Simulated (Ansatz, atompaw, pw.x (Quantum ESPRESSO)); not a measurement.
## From atom to crystal: PAW (atompaw) potential for cadmium

- Element: Cd
- Generator: atompaw 4.2.0.5
- Type: PAW
- Functional: PBE
- Relativity: scalar-relativistic
- Frozen core: [Ar] 3d10 4s2
- Valence charge: 18
- Reference configuration: 4p6 4d10 5s1 5p1
- Partial waves: 5s (bound): rc 2.30 bohr; 5s channel at -0.1 Ry: rc 2.30 bohr; 4p (bound): rc 1.65 bohr; 5p (bound): rc 2.30 bohr; 4d (bound): rc 2.30 bohr; 4d channel at 0.45 Ry: rc 2.30 bohr
- Local potential: bessel scheme, radius 2.25 bohr
- Core correction: smooth core density matched at 1.25 bohr
- Augmentation charge: gaussian compensation charge, radius 2.25 bohr; PAW radius 2.30 bohr; waves and projectors: custom polynom2 7 10 vanderbiltortho

Atomic tests: cutoffs needed: 30 Ry and 140 Ry (the cutoffs (Ry, on a coarse ladder) from which the occupation-weighted sum of valence levels, in a spherical-Bessel basis at the reference potential, stays within 10 and 1 mRy of its value at 400 Ry); ghost test: no extra level below or beside the all-electron valence levels (s, p, d, f tested) (spherical-Bessel basis up to 400 Ry, 20 bohr box); lowest eigenvalue of the overlap operator: 0.17 (s channel).

Crystal test: diamond Cd in pw.x 7.5, no spin, 8³ k-points, Fermi–Dirac smearing 0.01 Ry, cutoffs 170/900 Ry. The reference is all-electron LAPW (Ansatz 0.2.0) with the same functional, mesh and smearing; V0 and B0 come from Birch–Murnaghan fits to the pressures at five volumes. Errors are pseudo minus all-electron; Δ is the rms difference of the E(V) curves that follow from these fits, minima aligned, over ±6 % about the mean V0. Mesh and smearing are coarse, so the numbers serve the comparison and aren't converged zero-temperature values; the lattice is a test structure that the element need not adopt.

All-electron: a0 = 6.699 Å (V0 = 37.58 Å³/atom), B0 = 13.9 GPa.

Q: How far does the potential miss the all-electron equation of state?

A: mean pressure error (GPa): -1.39. The pressure does not cross zero within the volumes sampled, so no fit is given. This is a poor potential for the solid.

```tsv
V (Å³/atom)	P all-electron (GPa)	P pseudo (GPa)
35.622	0.88	-0.68
36.560	0.41	-1.04
37.497	0.03	-1.36
38.434	-0.29	-1.58
39.372	-0.56	-1.81
```

Q: At the middle volume, how do free energy and pressure move when the wave cutoff is lowered (ecutrho held at 900 Ry)?

A:

```tsv
cutoff (Ry)	shift of F (meV/atom)	shift of P (GPa)
76	+25.9	-0.04
102	+18.5	+0.02
136	+4.5	+0.07
```

The 8 pw.x runs together took about 28 min on one core of a shared server CPU.
